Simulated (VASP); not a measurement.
# BeTe (F-43m) in VASP: a series of runs, part 2 of 2

VASP 6.6.1.

### Step 4. Relaxation of cell and atoms, PBE

Input file INCAR:

```
PREC     = Accurate       # precision mode
ENCUT    = 630            # plane-wave cutoff, eV
EDIFF    = 1E-6           # SCF threshold, eV
ISMEAR   = -1             # smearing method
SIGMA    = 0.05           # smearing width, eV
LREAL    = F              # projectors in reciprocal space
LASPH    = T              # aspherical terms in the spheres
NELM     = 100            # most SCF steps
ALGO     = Normal         # electronic algorithm
ISIF     = 3              # what is computed and relaxed
LWAVE    = F              # write WAVECAR
LCHARG   = F              # write CHGCAR
GGA      = PE             # functional
IBRION   = 2              # ionic algorithm
NSW      = 40             # ionic steps
EDIFFG   = -0.02          # ionic threshold
```

Input file KPOINTS:

```
Automatic mesh
0
Gamma
  8 8 8
```

Input file POSCAR:

```
BeTe
1.0
    0.0000000000      2.7700000000      2.7700000000
    2.7700000000      0.0000000000      2.7700000000
    2.7700000000      2.7700000000      0.0000000000
Te Be
1 1
Direct
    0.7500000000      0.7500000000      0.7500000000
    0.0000000000      0.0000000000      0.0000000000
```

Potentials or basis: VASP PAW PBE potentials, release 64 (Te_GW, Be_GW).

On the command line:

```
$ cat potpaw_PBE.64/Te_GW/POTCAR potpaw_PBE.64/Be_GW/POTCAR > POTCAR
$ mpirun -np 1 vasp_std > vasp.out
```

OUTCAR:

```text
PREC = Accurate
   ENCUT = 630
   EDIFF = 1E-6
   ISMEAR = -1
   LREAL = F
   LASPH = T
   NELM = 100
   ISIF = 3
   GGA = PE
   IBRION = 2
   NSW = 40
   EDIFFG = -0.02

 ion  position               nearest neighbor table
   1  0.750  0.750  0.750-   2 2.40   2 2.40   2 2.40   2 2.40
   2  0.000  0.000  0.000-   1 2.40   1 2.40   1 2.40   1 2.40

  LATTYP: Found a face centered cubic cell.
 ALAT       =     5.5400000000

  Lattice vectors:

 A1 = (   0.0000000000,   2.7700000000,   2.7700000000)
 A2 = (   2.7700000000,   0.0000000000,   2.7700000000)
 A3 = (   2.7700000000,   2.7700000000,   0.0000000000)

Analysis of symmetry for initial positions (statically):
=====================================================================
 Subroutine PRICEL returns:
 Original cell was already a primitive cell.

 Routine SETGRP: Setting up the symmetry group for a
 face centered cubic supercell.

 Subroutine GETGRP returns: Found 24 space group operations
 (whereof 24 operations were pure point group operations)
 out of a pool of 48 trial point group operations.

The static configuration has the point symmetry T_d .

Analysis of symmetry for dynamics (positions and initial velocities):
=====================================================================
 Subroutine PRICEL returns:
 Original cell was already a primitive cell.

 Routine SETGRP: Setting up the symmetry group for a
 face centered cubic supercell.

 Subroutine GETGRP returns: Found 24 space group operations
 (whereof 24 operations were pure point group operations)
 out of a pool of 48 trial point group operations.

The dynamic configuration has the point symmetry T_d .

 Subroutine INISYM returns: Found 24 space group operations
 (whereof 24 operations are pure point group operations),
 and found     1 'primitive' translations

----------------------------------------------------------------------------------------

                                     Primitive cell

  volume of cell :      42.5079

  direct lattice vectors                    reciprocal lattice vectors
     0.000000000  2.770000000  2.770000000    -0.180505415  0.180505415  0.180505415
     2.770000000  0.000000000  2.770000000     0.180505415 -0.180505415  0.180505415
     2.770000000  2.770000000  0.000000000     0.180505415  0.180505415 -0.180505415

  length of vectors
     3.917371568  3.917371568  3.917371568     0.312644550  0.312644550  0.312644550

  position of ions in fractional coordinates (direct lattice)
     0.750000000  0.750000000  0.750000000
     0.000000000  0.000000000  0.000000000

  ion indices of the primitive-cell ions
   primitive index   ion index
                 1           1
                 2           2

----------------------------------------------------------------------------------------

 KPOINTS: Automatic mesh

Automatic generation of k-mesh.
 Grid dimensions read from file:
 generate k-points for:    8    8    8

 Generating k-lattice:

  Cartesian coordinates                     Fractional coordinates (reciprocal lattice)
    -0.022563177  0.022563177  0.022563177     0.125000000  0.000000000  0.000000000
     0.022563177 -0.022563177  0.022563177     0.000000000  0.125000000  0.000000000
[... 48 lines left out ...]
 SYSTEM =  unknown system
   PREC   = accura    normal or accurate (medium, high low for compatibility)
   ISTART =      0    job   : 0-new  1-cont  2-samecut
   ICHARG =      2    charge: 1-file 2-atom 10-const
   ISPIN  =      1    spin polarized calculation?
   LNONCOLLINEAR =      F non collinear calculations
   LSORBIT =      F    spin-orbit coupling
   LASPH  =      T    aspherical Exc in radial PAW
   ENCUT  =  630.0 eV  46.30 Ry    6.80 a.u.   8.02  8.02  8.02*2*pi/ulx,y,z
   NELM   =    100;   NELMIN=  2; NELMDL= -5     # of ELM steps
   EDIFF  = 0.1E-05   stopping-criterion for ELM
   LREAL  =      F    real-space projection
   EDIFFG = -.2E-01   stopping-criterion for IOM
   NSW    =     40    number of steps for IOM
   IBRION =      2    ionic relax: 0-MD 1-quasi-New 2-CG
   NFREE  =      1    steps in history (QN), initial steepest desc. (CG)
   ISIF   =      3    stress and relaxation
   ISYM   =      2    0-nonsym 1-usesym 2-fastsym
   POTIM  = 0.5000    time-step for ionic-motion
   TEBEG  =    0.0;   TEEND  =   0.0 temperature during run
   PSTRESS=    0.0 pullay stress
   NELECT =       8.0000    total number of electrons
   NUPDOWN=      -1.0000    fix difference up-down
   EMIN   =  10.00;   EMAX   =-10.00  energy-range for DOS
   EFERMI =   0.00;   METHOD = LEGACY
   ISMEAR =    -1;   SIGMA  =   0.05  broadening in eV -4-tet -1-fermi 0-gaus
   EFERMI_NEDOS =   21; number of points for ismear=-14 and -15
   IALGO  =     38    algorithm
   IMIX   =      4    mixing-type and parameters
     AMIX     =   0.40;   BMIX     =  1.00
     AMIX_MAG =   1.60;   BMIX_MAG =  1.00
  volume/ion in A,a.u.               =      21.25       143.43
  Fermi-wavevector in a.u.,A,eV,Ry     =   0.938170  1.772885 11.975354  0.880164
  Thomas-Fermi vector in A             =   2.065355
   LORBIT       =      0    0 simple, 1 ext, 2 COOP (PROOUT), +10 PAW based schemes
   GGA     = PE    functional components
   LHFCALC =     F    Hartree Fock is set to
   AEXX    =    0.0000 exact exchange contribution
   IVDW    =     0    specifies the selected vdW correction
   LEPSILON=     F    determine dielectric tensor
   LRPA    =     F    only Hartree local field effects (RPA)
 conjugate gradient relaxation of ions
 non-spin polarized calculation
  energy-cutoff  :      630.00
  volume of cell :       42.51
 maximum number of plane-waves:      1540
   NGX = 17   NGY = 17   NGZ = 17

--------------------------------------- Ionic step        1  -------------------------------------------

 number of electron       8.0000000 magnetization

 Free energy of the ion-electron system (eV)
  ---------------------------------------------------
  ext. energy  EPLUGINS =         0.00000000
  ---------------------------------------------------
  free energy    TOTEN  =        -7.54142164 eV

  energy without entropy =       -7.54142164  energy(sigma->0) =       -7.54142164

------------------------ aborting loop because EDIFF is reached ----------------------------------------

  FORCE on cell =-STRESS in cart. coord.  units (eV):
  Direction    XX          YY          ZZ          XY          YZ          ZX
  --------------------------------------------------------------------------------------
  -------------------------------------------------------------------------------------
  Total        1.1652159      1.1652159      1.1652159      0.0000000     -0.0000000      0.0000000
  in kB       43.9185184     43.9185184     43.9185184      0.0000000     -0.0000000      0.0000000
  external PRESSURE =      43.9185184 kB  Pullay stress =       0.0000000 kB
[... 59 lines left out ...]
--------------------------------------- Ionic step        3  -------------------------------------------

 number of electron       8.0000000 magnetization

 Free energy of the ion-electron system (eV)
  ---------------------------------------------------
  ext. energy  EPLUGINS =         0.00000000
  ---------------------------------------------------
  free energy    TOTEN  =        -7.58003526 eV

  energy without entropy =       -7.58003526  energy(sigma->0) =       -7.58003526

 E-fermi :   5.5970     XC(G=0):  -8.9837

 val. band max:        4.6390812573   @ k =   0.0000   0.0000   0.0000
 cond. band min:       6.6586992462   @ k =   0.5000   0.5000   0.0000
 fundamental gap:      2.0196179889
 Fermi energy:         5.5969817330

 k-point     1 :       0.0000    0.0000    0.0000
  band No.  band energies     occupation
      1      -7.5412      2.00000
      2       4.6391      2.00000
      3       4.6391      2.00000
      4       4.6391      2.00000
      5       8.2711      0.00000
      6       8.2711      0.00000
      7       8.2711      0.00000
      8       8.3253      0.00000
[... 243 lines left out ...]
 k-point    24 :      -0.3750    0.2500    0.1250
  band No.  band energies     occupation
      1      -6.0108      2.00000
      2      -0.3763      2.00000
      3       1.8075      2.00000
      4       2.7861      2.00000
      5       8.8295      0.00000
      6       9.0389      0.00000
      7      11.2687      0.00000
      8      12.3531      0.00000

 [... further k-points ...]

------------------------ aborting loop because EDIFF is reached ----------------------------------------

  FORCE on cell =-STRESS in cart. coord.  units (eV):
  Direction    XX          YY          ZZ          XY          YZ          ZX
  --------------------------------------------------------------------------------------
  -------------------------------------------------------------------------------------
  Total        0.0060439      0.0060439      0.0060439      0.0000000      0.0000000      0.0000000
  in kB        0.2129094      0.2129094      0.2129094      0.0000000      0.0000000      0.0000000
  external PRESSURE =       0.2129094 kB  Pullay stress =       0.0000000 kB
[... 17 lines left out ...]
  FREE ENERGIE OF THE ION-ELECTRON SYSTEM (eV)
  ---------------------------------------------------
  free  energy   TOTEN  =        -7.5800352631 eV

  energy  without entropy=       -7.5800352630  energy(sigma->0) =       -7.58003526

 reached required accuracy - stopping structural energy minimisation
```

Wall time 24 s (1 thread of AMD EPYC 7R13 (Zen 3), shared host); peak memory 0.17 GiB.

Results:

| Quantity | Value |
| --- | --- |
| Free energy | -7.5800 eV |
| Relaxed volume | 22.74 Å³/atom |
| Relaxed cell | a = 4.007 Å, b = 4.007 Å, c = 4.007 Å, α = 60.00°, β = 60.00°, γ = 60.00° |
| Space group after relaxing (to 0.05 Å) | F-43m (No. 216) |
| Energy gained by relaxing | 19.3 meV/atom |
| Ionic steps | 3 |
| Pressure after relaxing | 0.0 GPa |
| Band gap on the k mesh | 2.02 eV, indirect (least direct gap 3.63 eV) |

The path:
```
step  energy change (eV)  largest force (eV/Å)  pressure (GPa)  volume (Å³)
   1              0.0000                0.0000            4.39        42.51
   2             -0.0368                0.0000           -0.84        46.19
   3             -0.0386                0.0000            0.02        45.48
```

Final structure:
```
Te Be
1.0
     0.00000    2.83314    2.83314
     2.83314    0.00000    2.83314
     2.83314    2.83314    0.00000
Te Be
1 1
Direct
  0.75000 0.75000 0.75000
  0.00000 0.00000 0.00000
```

Caveat: spin-orbit coupling is left out, which moves the levels of the heavy elements. A k mesh can miss the band edges.

### Step 5. Single point, PBE

Input file INCAR:

```
SYSTEM = BeTe
  PREC = Accurate
  ENCUT = 520
  EDIFF = 1E-7
  ISMEAR = 0
  SIGMA = 0.03
  LREAL = .False.
  LASPH = .True.
  NELM = 80
  ALGO = Fast
  ISIF = 2
  LWAVE = .False.
  LCHARG = .False.
  GGA = PE
  NBANDS = 11
```

Input file KPOINTS:

```
regular mesh
0
Gamma
  8 8 8
  0 0 0
```

POSCAR is that of step 4.

Potentials or basis: VASP PAW PBE potentials, release 64 (Te, Be).

On the command line:

```
$ cat potpaw_PBE.64/Te/POTCAR potpaw_PBE.64/Be/POTCAR > POTCAR
$ mpirun -np 1 vasp_std > vasp.out
```

OUTCAR:

```text
SYSTEM = BeTe
   PREC = Accurate
   ENCUT = 520
   EDIFF = 1E-7
   ISMEAR = 0
   LREAL = .False.
   LASPH = .True.
   NELM = 80
   ISIF = 2
   GGA = PE

 ion  position               nearest neighbor table
   1  0.750  0.750  0.750-   2 2.40   2 2.40   2 2.40   2 2.40
   2  0.000  0.000  0.000-   1 2.40   1 2.40   1 2.40   1 2.40

  LATTYP: Found a face centered cubic cell.
 ALAT       =     5.5400000000

  Lattice vectors:

 A1 = (   0.0000000000,   2.7700000000,   2.7700000000)
 A2 = (   2.7700000000,   0.0000000000,   2.7700000000)
 A3 = (   2.7700000000,   2.7700000000,   0.0000000000)

Analysis of symmetry for initial positions (statically):
=====================================================================
 Subroutine PRICEL returns:
 Original cell was already a primitive cell.

 Routine SETGRP: Setting up the symmetry group for a
 face centered cubic supercell.

 Subroutine GETGRP returns: Found 24 space group operations
 (whereof 24 operations were pure point group operations)
 out of a pool of 48 trial point group operations.

The static configuration has the point symmetry T_d .

Analysis of symmetry for dynamics (positions and initial velocities):
[... 174 lines left out ...]
      4       5.6645      2.00000
      5       9.2287      0.00000
      6       9.2287      0.00000
      7       9.2287      0.00000
      8       9.8555      0.00000
      9      14.0509      0.00000
     10      16.0119      0.00000
     11      16.0119      0.00000
[... 309 lines left out ...]
 k-point    24 :      -0.3750    0.2500    0.1250
  band No.  band energies     occupation
      1      -5.2331      2.00000
      2       0.2476      2.00000
      3       2.5866      2.00000
      4       3.6100      2.00000
      5       9.8499      0.00000
      6      10.1084      0.00000
      7      12.4872      0.00000
      8      13.5784      0.00000
      9      14.2612      0.00000
     10      17.3732      0.00000
     11      17.7608      0.00000

 [... further k-points ...]

------------------------ aborting loop because EDIFF is reached ----------------------------------------

  FORCE on cell =-STRESS in cart. coord.  units (eV):
  Direction    XX          YY          ZZ          XY          YZ          ZX
  --------------------------------------------------------------------------------------
  -------------------------------------------------------------------------------------
  Total        1.1829291      1.1829291      1.1829291      0.0000000      0.0000000      0.0000000
  in kB       44.5861517     44.5861517     44.5861517      0.0000000      0.0000000      0.0000000
  external PRESSURE =      44.5861517 kB  Pullay stress =       0.0000000 kB

 VOLUME and BASIS-vectors are now :
 -----------------------------------------------------------------------------
  energy-cutoff  :      520.00
  volume of cell :       42.51
      direct lattice vectors                 reciprocal lattice vectors
     0.000000000  2.770000000  2.770000000    -0.180505415  0.180505415  0.180505415
     2.770000000  0.000000000  2.770000000     0.180505415 -0.180505415  0.180505415
     2.770000000  2.770000000  0.000000000     0.180505415  0.180505415 -0.180505415

 POSITION                                       TOTAL-FORCE (eV/Angst)
 -----------------------------------------------------------------------------------
      4.15500      4.15500      4.15500         0.000000      0.000000      0.000000
      0.00000      0.00000      0.00000        -0.000000     -0.000000     -0.000000
 -----------------------------------------------------------------------------------
    total drift:                               -0.000000     -0.000000     -0.000000

  FREE ENERGIE OF THE ION-ELECTRON SYSTEM (eV)
  ---------------------------------------------------
  free  energy   TOTEN  =        -7.5847741231 eV

  energy  without entropy=       -7.5847741231  energy(sigma->0) =       -7.58477412
```

OSZICAR:

```text
N       E                     dE             d eps       ncg     rms          rms(c)
DAV:   1     0.188225978179E+02    0.18823E+02   -0.32929E+03   638   0.580E+02
DAV:   2    -0.664058023558E+01   -0.25463E+02   -0.24730E+02   838   0.950E+01
DAV:   3    -0.774687847977E+01   -0.11063E+01   -0.11039E+01   834   0.203E+01
DAV:   4    -0.775964206321E+01   -0.12764E-01   -0.12762E-01   751   0.249E+00
DAV:   5    -0.775991002921E+01   -0.26797E-03   -0.26796E-03   829   0.362E-01    0.446E+00
RMM:   6    -0.762298913442E+01    0.13692E+00   -0.49514E-02   645   0.122E+00    0.259E+00
RMM:   7    -0.758373773644E+01    0.39251E-01   -0.58403E-02   700   0.128E+00    0.527E-01
RMM:   8    -0.758442562053E+01   -0.68788E-03   -0.94277E-03   720   0.670E-01    0.125E-01
RMM:   9    -0.758475654264E+01   -0.33092E-03   -0.11615E-03   773   0.243E-01    0.511E-02
RMM:  10    -0.758477191011E+01   -0.15367E-04   -0.22352E-04   814   0.998E-02    0.343E-02
RMM:  11    -0.758477371588E+01   -0.18058E-05   -0.19707E-05   791   0.337E-02    0.337E-03
RMM:  12    -0.758477408863E+01   -0.37275E-06   -0.41617E-06   854   0.153E-02    0.400E-03
RMM:  13    -0.758477412307E+01   -0.34442E-07   -0.62985E-07   797   0.632E-03
   1 F= -.75847741E+01 E0= -.75847741E+01  d E =-.181910E-21
```

It took 7.5 s on 1 thread of Intel Xeon 6975P-C (Granite Rapids), shared host; peak memory 0.16 GiB.

What came out:

* Free energy: -7.5848 eV
* Pressure: 4.5 GPa
* Band gap on the k mesh: 1.85 eV, indirect (least direct gap 3.56 eV)

Caveat: spin-orbit coupling is left out, which moves the levels of the heavy elements. As with any semilocal functional, this PBE gap is likely too small.

### Step 6. Overview

```tsv
task	potentials or basis	cell	cutoff (eV)	smearing	gap on the mesh (eV)	pressure (GPa)	relaxed volume (Å³/atom)
relaxation of cell and atoms	VASP PAW PBE potentials, release 64 (Te, Be_sv)	relaxed	600	fermi-dirac 0.05 eV	2.02	0.0	22.75
relaxation of cell and atoms	VASP PAW PBE potentials, release 64 (Te_GW, Be_sv_GW)	relaxed	680	fermi-dirac 0.05 eV	2.00	0.0	22.54
relaxation of cell and atoms	VASP PAW PBE potentials, release 64 (Te_GW, Be_GW)	relaxed	630	fermi-dirac 0.05 eV	2.02	0.0	22.74
single point	VASP PAW PBE potentials, release 64 (Te, Be)	as given	520	gaussian 0.03 eV	1.85	4.5	-
```

Alike in all rows: level PBE; no spin polarisation; k mesh 8 × 8 × 8.

Caveats: spin-orbit coupling is left out, which moves the levels of the heavy elements.

Absolute energies hang on the potentials; compare differences alone.
